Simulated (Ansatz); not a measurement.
LaAlO$_{3}$:
```
LaAlO3
1.0
    2.65086     1.53047     4.31147
   -2.65086     1.53047     4.31147
    0.00000    -3.06094     4.31147
La Al O
2 2 6
Direct
  0.25000   0.25000   0.25000
  0.75000   0.75000   0.75000
  0.00000   0.00000   0.00000
  0.50000   0.50000   0.50000
  0.78104   0.71896   0.25000
  0.25000   0.78104   0.71896
  0.71896   0.25000   0.78104
  0.21896   0.28104   0.75000
  0.75000   0.21896   0.28104
  0.28104   0.75000   0.21896
```

Tensor components refer to the Cartesian frame of this cell.

Q: Give the high-frequency dielectric tensor and the Born effective charge tensors of the independent atoms from DFPT, DFT-LDA in the program Ansatz with PAW potentials.

A: 
ε∞:
```
4.78  0.00  0.00
0.00  4.78  0.00
0.00  0.00  4.72
```
Z* of atom 1 (La), rows: field, columns: displacement, in e:
```
4.47  0.00  0.00
0.00  4.47  0.00
0.00  0.00  4.33
```
Z* of atom 3 (Al), rows: field, columns: displacement, in e:
```
 2.95  -0.17   0.00
 0.17   2.95   0.00
 0.00   0.00   2.91
```
Z* of atom 5 (O), rows: field, columns: displacement, in e:
```
-2.52   0.00   0.00
 0.00  -2.42   0.02
 0.00   0.03  -2.41
```

Space group R-3c. Symmetry was held in the LDA relaxation; phonons show weakly imaginary modes. Scalar-relativistic: spin–orbit coupling is off unless named, which matters more the heavier the elements.

Potentials: the later of the program's two PAW sets.
